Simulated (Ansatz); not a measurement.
# Ga: the cost of one run

Method: DFT PBE, scalar-relativistic, plane waves, PAW, in Ansatz 0.2.0.

That is the level of the relaxation; later steps name their own.

## (1) The system as given

Symmetry: Im-3m, No. 229, cubic system. Conventional cell: a = 3.304 Å, b = 3.304 Å, c = 3.304 Å, α = 90.00°, β = 90.00°, γ = 90.00°. Ga (site symmetry m-3m) is surrounded by 8 Ga at 2.86 Å.

As a file:

```
CELL_PARAMETERS angstrom
-1.65180 1.65180 1.65180
1.65180 -1.65180 1.65180
1.65180 1.65180 -1.65180
ATOMIC_POSITIONS crystal
Ga 0.00000 0.00000 0.00000
```

(A quick probe on a coarse mesh, which set the mesh and smearing, is not shown.)

## (3) Relaxing cell and atoms

File input.yaml:

```yaml
crystal:
  lattice:
    - [-1.65180014, 1.65180014, 1.65180014]
    - [1.65180014, -1.65180014, 1.65180014]
    - [1.65180014, 1.65180014, -1.65180014]
  atoms:
    - { symbol: Ga, position: [0.0, 0.0, 0.0] }
basis:
  ecutwfc: 420
kpoints:
  mp_grid: { grid: [18, 18, 18] }
hamiltonian:
  xc: pbe
scf:
  occupations: { method: gaussian, width: 0.1 }
output:
  forces: true
  stress: true
  eigenvalues: true
  write_density: true
  write_potential: true
  elf: true
  volumetric_format: npy
relax:
  adjacent_minimum: "off"
  f_tol: 0.005
  max_steps: 80
  cell: { stress_tol: 0.05 }
```

The run is started by

```bash
> ansatz run input.yaml --threads 1 --pin off --max-ram 2560MiB --backend cpu --events-out ev --progress --plain --runs-dir out
```

What time and memory should one allow on 1 thread of Intel Xeon at 2.70GHz, shared host?

About 10 s, with a peak of 0.36 GiB.
